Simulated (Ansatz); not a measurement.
The system is CuO (Tenorite).

```
Cu O
1.0
     2.34185   -1.71130    0.00000
     2.34185    1.71130    0.00000
    -0.85003    0.00000    5.05787
Cu O
2 2
Direct
  0.50000 0.00000 0.50000
  0.00000 0.50000 0.00000
  0.41840 0.58160 0.75000
  0.58160 0.41840 0.25000
```

| Property | Result |
| --- | --- |
| Program | Ansatz 0.2.0 |
| Task | relaxation of cell and atoms |
| Functional | PBEsol |
| Potentials or basis | Ansatz PAW |
| Cutoff | 420 eV (not typed: the program's choice for these potentials) |
| k mesh | 10 × 10 × 5 |
| Occupations | fermi-dirac, width 0.05 eV |
| Spin | no spin polarisation |

At the start: volume 10.13 Å³/atom.

**Question.** How do energy, volume and symmetry change on relaxing?

**Answer.** It ends after 21 steps and the volume is 10.67 Å³/atom (+5.2 %); space group P4_2/mmc (No. 131, to 0.05 Å).

Step by step:
```csv
step,energy change (eV),largest force (eV/Å),volume (Å³)
1,0.0000,0.3619,40.54
2,-0.0231,0.2980,40.67
3,-0.0694,0.0223,41.31
4,-0.0825,0.0120,40.98
5,-0.0871,0.0004,41.71
6,-0.0872,0.0010,41.79
7,-0.0872,0.0000,41.79
8,-0.1169,0.0018,41.79
9,-0.1289,0.0087,42.15
10,-0.1325,0.0151,42.54
11,-0.1331,0.0017,42.48
12,-0.1438,0.0032,42.48
13,-0.1466,0.0011,42.59
14,-0.1466,0.0013,42.65
15,-0.1467,0.0001,42.64
16,-0.1488,0.0005,42.64
17,-0.1492,0.0002,42.66
18,-0.1492,0.0000,42.66
19,-0.1495,0.0000,42.66
20,-0.1495,0.0000,42.66
21,-0.1495,0.0000,42.66
```

Final structure:
```
CELL_PARAMETERS angstrom
2.04502 -2.04328 0.15948
2.04502 2.04328 0.15948
-0.39784 0.00000 5.07417
ATOMIC_POSITIONS crystal
Cu 0.50000 0.00000 0.50000
Cu 0.00000 0.50000 0.00000
O 0.49989 0.50011 0.75000
O 0.50011 0.49989 0.25000
```

Caveat: the plane-wave basis is chosen anew once the cell has moved, so the energies of steps on either side of that aren't comparable; the pressure holds a Pulay correction of +0.7 GPa for the finite cutoff; the run has no spin polarisation, though such a crystal can be magnetic; the PAW data sets come from PBE, with cores solved anew for the run's functional, which leaves a small shift of forces and pressure.
